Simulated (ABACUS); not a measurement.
# Ir (Fm-3m) in ABACUS: notebook

One crystal, Ir, is run at these levels: LDA; tasks: band structure, equation of state.

All numbers are computed with ABACUS 3.10.1; they aren't measurements. Logs are shortened: lines on timing, memory, paths and dates and some standing lists are left out, and cuts for length are marked.

**1. The crystal as given**

It takes space group Fm-3m (No. 225, cubic). Conventional cell: a = 3.831 Å, b = 3.831 Å, c = 3.831 Å, α = 90.00°, β = 90.00°, γ = 90.00°. Ir (site symmetry m-3m) has 12 Ir at 2.71 Å as nearest neighbours.

**2. Band structure, LDA**

File INPUT:

```
INPUT_PARAMETERS
suffix              Ir
calculation         nscf
basis_type          lcao
pseudo_dir          ./
orbital_dir         ./
symmetry            -1
dft_functional      pz
ecutwfc             100.0
pseudo_rcut         10
nspin               1
nbands              19
ks_solver           scalapack_gvx
smearing_method     fd
smearing_sigma      0.00367493
scf_thr             1e-07
scf_nmax            100
mixing_type         broyden
mixing_beta         0.7
init_chg            file
out_band            1
```

File STRU:

```
ATOMIC_SPECIES
Ir 192.2170 Ir.upf

NUMERICAL_ORBITAL
Ir_confined-atom_7au_3s2p2d1f.orb

LATTICE_CONSTANT
1.8897261246

LATTICE_VECTORS
0.0000000000 1.9156000000 1.9156000000
1.9156000000 0.0000000000 1.9156000000
1.9156000000 1.9156000000 0.0000000000

ATOMIC_POSITIONS
Direct

Ir
0.0
1
0.0000000000 0.0000000000 0.0000000000 1 1 1
```

File KPT:

```
K_POINTS
12
Line
0.00000000 0.00000000 0.00000000 10 // G
0.50000000 0.00000000 0.50000000 10 // X
0.50000000 0.25000000 0.75000000 10 // W
0.37500000 0.37500000 0.75000000 10 // K
0.00000000 0.00000000 0.00000000 10 // G
0.50000000 0.50000000 0.50000000 10 // L
0.62500000 0.25000000 0.62500000 10 // U
0.50000000 0.25000000 0.75000000 10 // W
0.50000000 0.50000000 0.50000000 10 // L
0.37500000 0.37500000 0.75000000 1 // K
0.62500000 0.25000000 0.62500000 10 // U
0.50000000 0.00000000 0.50000000 1 // X
```

Potentials or basis: PseudoDojo NC SR 0.4.1 LDA standard, DZP LCAO (the cutoffs set its grid).

Command:

```sh
> OMP_NUM_THREADS=1 mpirun -np 4 abacus > log
```

running log:

```text
ABACUS v3.10.1

               Atomic-orbital Based Ab-initio Computation at UStc

 ------------------------------------------------------------------------------------

 READING GENERAL INFORMATION
                           global_out_dir = OUT.Ir/
                           global_in_card = INPUT
                               pseudo_dir = ./
                              orbital_dir = ./
                                    DSIZE = 4
                                    GSIZE = 1

 READING UNITCELL INFORMATION
                                    ntype = 1
                  lattice constant (Bohr) = 1.88973
              lattice constant (Angstrom) = 1

 READING ATOM TYPE 1
                               atom label = Ir
                      L=0, number of zeta = 3
                      L=1, number of zeta = 2
                      L=2, number of zeta = 2
                      L=3, number of zeta = 1
             number of atom for this type = 1

                        TOTAL ATOM NUMBER = 1
DIRECT COORDINATES
    atom                   x                   y                   z     mag                  vx                  vy                  vz
taud_Ir1            0.0000000000        0.0000000000        0.0000000000  0.0000        0.0000000000        0.0000000000        0.0000000000

                          Volume (Bohr^3) = 94.8727
                             Volume (A^3) = 14.0587

 Lattice vectors: (Cartesian coordinate: in unit of a_0)
                   +0             +1.9156             +1.9156
              +1.9156                  +0             +1.9156
              +1.9156             +1.9156                  +0
 Reciprocal vectors: (Cartesian coordinate: in unit of 2 pi/a_0)
            -0.261015           +0.261015           +0.261015
            +0.261015           -0.261015           +0.261015
            +0.261015           +0.261015           -0.261015
 The esolver type has been set to : ksdft_lcao

                PAO radial cut off (Bohr) = 10

 Read in pseudopotential file is Ir.upf
                     pseudopotential type = NC
          exchange-correlation functional = SLAPWNOGXNOGC
                 nonlocal core correction = 1
                        valence electrons = 17
                                     lmax = 3
                           number of zeta = 4
                     number of projectors = 8
                           L of projector = 0
                           L of projector = 0
                           L of projector = 1
                           L of projector = 1
                           L of projector = 2
                           L of projector = 2
                           L of projector = 3
                           L of projector = 3
 XC functional updated to : pz
          exchange-correlation functional = PZ
     initial pseudo atomic orbital number = 10

 SETUP THE ELECTRONS NUMBER
            electron number of element Ir = 17
      total electron number of element Ir = 17
            AUTOSET number of electrons:  = 17
                           occupied bands = 9
                                   NLOCAL = 26
                                   NBANDS = 19
                                   NBANDS = 19
                                   NLOCAL = 26

%%%%%%%%%%%%%%%%%%%%%%%%%%%%%%%%%%%%%%%%%%%%%%%%%%%%%%%%%%%%%%%%%%%%%%%%%%%%%%%%%%%%%%%%%%%%%%%%%%%%%%%%%%
[... 70 lines left out ...]
      29  0.40000000  0.35000000  0.75000000  1.0000
      30  0.38750000  0.36250000  0.75000000  1.0000
[... 72 further k points ...]

           k-point number in this process = 102
       minimum distributed K point number = 102

[... K-POINTS CARTESIAN COORDINATES: 102 rows ...]

[... K-POINTS DIRECT COORDINATES: 102 rows ...]

 SETUP PLANE WAVES FOR WAVE FUNCTIONS
     energy cutoff for wavefunc (unit:Ry) = 100
              fft grid for wave functions = [ 36, 36, 36 ]
                    number of plane waves = 2085
                         number of sticks = 211

 PARALLEL PW FOR WAVE FUNCTIONS
     PROC   COLUMNS(POT)             PW
        1             52            520
        2             53            521
        3             53            522
        4             53            522
 --------------- sum -------------------
        4            211           2085

 SET NONLOCAL PSEUDOPOTENTIAL PROJECTORS
 max number of nonlocal projetors among all species is 8

 -------------------------------------------
 NONSELF-CONSISTENT
 -------------------------------------------

 SETUP SEARCHING RADIUS FOR PROGRAM TO SEARCH ADJACENT ATOMS
                  longest orb rcut (Bohr) = 7
   longest nonlocal projector rcut (Bohr) = 2.3
                     search radius (Bohr) = 18.6
              searching radius is (Bohr)) = 18.6
         searching radius unit is (Bohr)) = 1.89
                         PeriodicBoundary = 1
                        Radius(unit:lat0) = 9.84
                                   glayer = [ 6, 6, 6 ]
                             glayer_minus = [ 5, 5, 5 ]

Find the coordinate range of the input atom(unit:lat0).
                                  min_tau = [ -19.2, -19.2, -19.2 ]
                                  max_tau = [ 19.2, 19.2, 19.2 ]
                                BoxNumber = [ 11, 11, 11 ]

 SETUP EXTENDED REAL SPACE GRID FOR GRID INTEGRATION
                          real space grid = [ 36, 36, 36 ]
                 big cell numbers in grid = [ 12, 12, 12 ]
             meshcell numbers in big cell = [ 3, 3, 3 ]
                        extended fft grid = [ 21, 21, 21 ]
                dimension of extened grid = [ 55, 55, 55 ]
                            UnitCellTotal = 125
              Atom number in sub-FFT-grid = 1
    Local orbitals number in sub-FFT-grid = 26
                                ParaV.nnr = 42081
                                 init_chg = file
 try to read charge from file
 Read in the charge density: OUT.Ir//Ir-CHARGE-DENSITY.restart

 LCAO ALGORITHM --------------- ION=   1  ELEC=   1--------------------------------
[... levels at 102 k points of this process ...]

 Density error is 0.00000000000
----------------------------------------------------------
     Energy           Rydberg                 eV
----------------------------------------------------------
 E_KohnSham     -229.8044366185      -3126.6497636920
 E_KS(sigma->0) -229.8038031184      -3126.6411444806
 E_Harris       -229.8044366185      -3126.6497636920
 E_band         -6.1059204120        -83.0753091376
 E_one_elec     -33.3764487381       -454.1098818437
 E_Hartree      29.2099025191        397.4211122846
 E_xc           -42.6200469575       -579.8754876499
 E_Ewald        -183.0165764417      -2490.0682680603
 E_entropy(-TS) -0.0012670003        -0.0172384228
 E_descf        0.0000000000         0.0000000000
 E_exx          0.0000000000         0.0000000000
 E_Fermi        1.9419243698         26.4212365140
----------------------------------------------------------

 charge density convergence is achieved
 final etot is -3126.6497637 eV
 EFERMI = 26.421236514 eV

 STATE ENERGY(eV) AND OCCUPATIONS    NSPIN == 1
 1/102 kpoint (Cartesian) = 0.0000 0.0000 0.0000 (412 pws)
       1       -67.2714      0.0196078
       2       -23.6128      0.0196078
       3       -23.6128      0.0196078
       4       -23.6128      0.0196078
       5        14.5090      0.0196078
       6        21.8290      0.0196078
[... 104 lines left out ...]
       6        19.8124      0.0196078
[... 11 lines left out ...]
      18        59.9347        0.00000
      19        65.1681        0.00000

[... levels at 96 further k points ...]

 --------------------------------------------
 !FINAL_ETOT_IS -3126.649763691963 eV
 --------------------------------------------

 Output bands in file: OUT.Ir/BANDS_1.dat
```

Wall time 0.86 s (4 MPI ranks of Intel Xeon Platinum 8488C (Sapphire Rapids), shared host); peak memory 0.36 GiB.

Levels at the corners of the path, in eV from the Fermi level:
```
point  band 5  band 6  band 7  band 8  band 9  band 10  band 11  band 12
    Γ  -11.19   -3.87   -3.87   -3.87   -1.10    -1.10    13.67    19.28
    X   -7.93   -7.38    0.99    1.58    1.58     1.73    10.58    11.51
    W   -6.25   -4.88   -4.88   -1.76    1.58     8.14     9.12     9.12
    K   -6.97   -5.99   -2.86   -0.81    0.68     6.25     7.81    11.61
    Γ  -11.19   -3.87   -3.87   -3.87   -1.10    -1.10    13.67    19.28
    L   -8.15   -3.96   -3.96   -0.72    1.00     1.00     7.34    13.45
    U   -6.97   -5.99   -2.86   -0.81    0.68     6.25     7.81    11.61
    W   -6.25   -4.88   -4.88   -1.76    1.58     8.14     9.12     9.12
    L   -8.15   -3.96   -3.96   -0.72    1.00     1.00     7.34    13.45
    K   -6.97   -5.99   -2.86   -0.81    0.68     6.25     7.81    11.61
    U   -6.97   -5.99   -2.86   -0.81    0.68     6.25     7.81    11.61
    X   -7.93   -7.38    0.99    1.58    1.58     1.73    10.58    11.51
```

Caveat: the atomic orbitals were generated for these runs and aren't a published set; the density is read from an earlier self-consistent run, whose mesh may be coarse; spin-orbit coupling is left out, which moves the levels of the heavy elements; the basis of atomic orbitals isn't converged, which shifts pressures, moduli and gaps.

**3. Equation of state, LDA, 13.22 Å³/atom (volume scaled by 0.94)**

File run_abacus.py:

```python
"""ABACUS run from a structure file: ASE reads it, the script writes STRU, KPT and INPUT."""
import re
import subprocess
from ase.io import read
from ase.units import Bohr

atoms = read("POSCAR")
atoms = atoms[(-atoms.numbers).argsort(kind="stable")]  # ABACUS lists atoms element by element
pseudo = {'Ir': 'Ir.upf'}
orbital = {'Ir': 'Ir_confined-atom_7au_3s2p2d1f.orb'}
magmoms = None
kmesh = [11, 11, 11]
params = {
    'suffix': 'Ir',
    'calculation': 'scf',
    'basis_type': 'lcao',
    'pseudo_dir': './',
    'orbital_dir': './',
    'symmetry': 1,
    'dft_functional': 'pz',
    'ecutwfc': 100,
    'pseudo_rcut': 10,
    'nspin': 1,
    'nbands': 13,
    'ks_solver': 'genelpa',
    'smearing_method': 'fd',
    'smearing_sigma': 0.00367493,
    'scf_thr': 1e-07,
    'scf_nmax': 100,
    'mixing_type': 'broyden',
    'mixing_beta': 0.7,
    'cal_force': 1,
    'cal_stress': 1,
    'out_mul': 1,
}

symbols = atoms.get_chemical_symbols()
elements = list(dict.fromkeys(symbols))
lines = ["ATOMIC_SPECIES"] + [f"{e} {atoms.get_masses()[symbols.index(e)]:.4f} {pseudo[e]}" for e in elements]
if orbital:
    lines += ["", "NUMERICAL_ORBITAL"] + [orbital[e] for e in elements]
lines += ["", "LATTICE_CONSTANT", f"{1 / Bohr:.10f}", "", "LATTICE_VECTORS"]
lines += [" ".join(f"{x:.10f}" for x in v) for v in atoms.cell]
lines += ["", "ATOMIC_POSITIONS", "Direct"]
for e in elements:
    lines += ["", e, "0.0", str(symbols.count(e))]
    for i, p in enumerate(atoms.get_scaled_positions(wrap=False)):
        if symbols[i] == e:
            mag = "" if magmoms is None else " mag " + " ".join(str(x) for x in (magmoms[i] if isinstance(magmoms[i], list) else [magmoms[i]]))
            lines.append(" ".join(f"{x:.10f}" for x in p) + " 1 1 1" + mag)
open("STRU", "w").write("\n".join(lines) + "\n")
open("KPT", "w").write("K_POINTS\n0\nGamma\n%d %d %d 0 0 0\n" % tuple(kmesh))
open("INPUT", "w").write("INPUT_PARAMETERS\n" + "".join(f"{k:<20s}{v}\n" for k, v in params.items()))

done = subprocess.run(['mpirun', '-np', '4', 'abacus'])
if done.returncode:
    raise SystemExit(done.returncode)
log = open("OUT.Ir/running_scf.log").read()
print("final energy (eV):", re.findall(r"FINAL_ETOT_IS (\S+)", log))
```

File POSCAR:

```
Ir
1.0
    0.0000000000      1.8764951499      1.8764951499
    1.8764951499      0.0000000000      1.8764951499
    1.8764951499      1.8764951499      0.0000000000
Ir
1
Direct
    0.0000000000      0.0000000000      0.0000000000
```

Potentials or basis: PseudoDojo NC SR 0.4.1 LDA standard, DZP LCAO (the cutoffs set its grid).

Command:

```sh
> OMP_NUM_THREADS=1 python run_abacus.py > log
```

Run time: 3.5 s. Hardware: 4 MPI ranks of Intel Xeon Platinum 8488C (Sapphire Rapids), shared host; peak memory 0.36 GiB.

It converged, with:

| Quantity | Value |
| --- | --- |
| Free energy | -3127.8640 eV |
| Pressure | 24.0 GPa |
| Band gap on the k mesh | none (metal or under the smearing width) |

Caveat: the atomic orbitals were generated for these runs and aren't a published set; the basis of atomic orbitals isn't converged, which shifts pressures, moduli and gaps.

**4. Equation of state, LDA, 13.78 Å³/atom (volume scaled by 0.98)**

run_abacus.py is that of step 3.

File POSCAR:

```
Ir
1.0
    0.0000000000      1.9027432368      1.9027432368
    1.9027432368      0.0000000000      1.9027432368
    1.9027432368      1.9027432368      0.0000000000
Ir
1
Direct
    0.0000000000      0.0000000000      0.0000000000
```

Command:

```sh
> OMP_NUM_THREADS=1 python run_abacus.py > log
```

Wall time 4.3 s (4 MPI ranks of Intel Xeon Platinum 8488C (Sapphire Rapids), shared host); peak memory 0.36 GiB.

The run converged. Its results:

```yaml
Free_energy: -3127.9125 eV
Pressure: 4.4 GPa
Band_gap_on_the_k_mesh: none (metal or under the smearing width)
```

Caveat: the atomic orbitals were generated for these runs and aren't a published set; the basis of atomic orbitals isn't converged, which shifts pressures, moduli and gaps.

**5. Equation of state, LDA, 14.34 Å³/atom (volume scaled by 1.02)**

run_abacus.py is that of step 4.

File POSCAR:

```
Ir
1.0
    0.0000000000      1.9282864624      1.9282864624
    1.9282864624      0.0000000000      1.9282864624
    1.9282864624      1.9282864624      0.0000000000
Ir
1
Direct
    0.0000000000      0.0000000000      0.0000000000
```

Command:

```sh
> OMP_NUM_THREADS=1 python run_abacus.py > log
```

It took 4 s on 4 MPI ranks of Intel Xeon Platinum 8488C (Sapphire Rapids), shared host; peak memory 0.36 GiB.

The run converged. Its results:

```
Free energy            : -3127.9001 eV
Pressure               : -11.0 GPa
Band gap on the k mesh : none (metal or under the smearing width)
```

Caveat: the atomic orbitals were generated for these runs and aren't a published set; the basis of atomic orbitals isn't converged, which shifts pressures, moduli and gaps.

**6. Equation of state, LDA, 14.90 Å³/atom (volume scaled by 1.06)**

run_abacus.py is that of step 5.

File POSCAR:

```
Ir
1.0
    0.0000000000      1.9531703226      1.9531703226
    1.9531703226      0.0000000000      1.9531703226
    1.9531703226      1.9531703226      0.0000000000
Ir
1
Direct
    0.0000000000      0.0000000000      0.0000000000
```

Potentials or basis: PseudoDojo NC SR 0.4.1 LDA standard, DZP LCAO (the cutoffs set its grid).

Command:

```sh
> OMP_NUM_THREADS=1 python run_abacus.py > log
```

Wall time 4.4 s (4 MPI ranks of Intel Xeon Platinum 8488C (Sapphire Rapids), shared host); peak memory 0.36 GiB.

It converged, with:

```yaml
Free_energy: -3127.8398 eV
Pressure: -22.9 GPa
Band_gap_on_the_k_mesh: none (metal or under the smearing width)
```

Caveat: the atomic orbitals were generated for these runs and aren't a published set; the basis of atomic orbitals isn't converged, which shifts pressures, moduli and gaps.

**7. Equation of state, LDA**

Potentials or basis: PseudoDojo NC SR 0.4.1 LDA standard, DZP LCAO (the cutoffs set its grid).

This step only gathers the single runs of the series.

What came out:

| Quantity | Value |
| --- | --- |
| Equilibrium volume | 13.93 Å³/atom |
| Bulk modulus | 401 GPa |
| Pressure derivative of the bulk modulus | 4.9 (rough: it moves with the points fitted) |

Energy against volume, from the lowest point:
| volume (Å³/atom) | energy (meV/atom) |
| --- | --- |
| 13.215 | 48.44 |
| 13.778 | 0.00 |
| 14.340 | 12.40 |
| 14.902 | 72.70 |

Caveat: the atomic orbitals were generated for these runs and aren't a published set; the basis of atomic orbitals isn't converged, which shifts pressures, moduli and gaps.
